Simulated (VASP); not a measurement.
Wanted: the native input for a VASP 6.6.1 run.

```yaml
Task: band structure
Functional: PBEsol
Potentials_or_basis: VASP PAW PBE potentials, release 64 (Sn_d, Ge_d)
Cutoff: 520 eV
k_mesh: 6 × 6 × 6
Occupations: gaussian, width 0.03 eV
Spin: no spin polarisation
Further_INCAR_settings: ALGO = Normal; EDIFF = 1e-06; NBANDS = 126
```

The structure of SnGe15 lies in POSCAR:

```
SnGe15                                  
1.0
   -0.0000000000      5.7334504599     -5.7334504599
    5.7334504599      5.7334504599      0.0000000000
    5.7334504599     -0.0000000000     -5.7334504599
  Sn              Ge            
     1    15
Direct
     0.5000000000000000    1.0000000000000000    0.5000000000000000
     0.4997644828334730    0.5002355171665270    0.4997644828334730
     0.0002355171665270    0.9997644828334730    0.4997644828334730
     0.0002355171665270    0.5002355171665270    0.4997644828334730
     0.4997644828334730    0.9997644828334730    0.0002355171665270
     0.4997644828334730    0.5002355171665270    0.0002355171665270
     0.0002355171665270    0.9997644828334730    0.0002355171665270
     0.0000000000000000    0.5000000000000000    1.0000000000000000
     0.3705408536655604    0.3883774390033188    0.3705408536655604
     0.3705408536655604    0.8705408536655603    0.3705408536655604
     0.8751720706634696    0.3751720706634696    0.3744837880095983
     0.8883774390033260    0.8705408536655603    0.3705408536655604
     0.3744837880095983    0.3751720706634696    0.8751720706634696
     0.3705408536655604    0.8705408536655603    0.8883774390033260
     0.8751720706634696    0.3751720706634696    0.8751720706634696
     0.8751720706634696    0.8744837880095983    0.8751720706634696
```

The cell was built by a generator and needn't be a form met in nature.

One way to write it, as run:

INCAR

```
SYSTEM = SnGe15
ALGO = Normal ; EDIFF = 1E-6
ENCUT = 520 ; GGA = PS
ICORELEVEL = 1 ; ISIF = 2
ISMEAR = 0 ; KPAR = 4
LASPH = .True. ; LCHARG = .False.
LREAL = .False. ; LWAVE = .False.
NBANDS = 126 ; NELM = 80
PREC = Accurate ; SIGMA = 0.03
```

KPOINTS

```
k-points
0
Gamma
  6 6 6
  0 0 0
```

KPOINTS_OPT

```
explicit points
6
Reciprocal
 0.0000000000  0.0000000000  0.0000000000 1
 0.3750000000  0.3750000000  0.7500000000 1
 0.5000000000  0.5000000000  0.5000000000 1
 0.6250000000  0.2500000000  0.6250000000 1
 0.5000000000  0.2500000000  0.7500000000 1
 0.5000000000  0.0000000000  0.5000000000 1
```

Potentials or basis: VASP PAW PBE potentials, release 64 (Sn_d, Ge_d).

Launch:

```bash
$ cat potpaw_PBE.64/Sn_d/POTCAR potpaw_PBE.64/Ge_d/POTCAR > POTCAR
$ mpirun -np 4 vasp_std > vasp.out
```

Results of the run:

```
Pressure                : 0.0 GPa
Band gap along the path : none (metal or under the smearing width)
```

Caveat: the PAW data sets were made with another functional, which shifts forces and pressure a little; spin-orbit coupling is left out, which moves the levels of the heavy elements.

Wall time 4.2 min on 4 MPI ranks on Intel(R) Xeon(R) 6975P-C (Granite Rapids) (shared host), peak memory 1.1 GiB a rank.
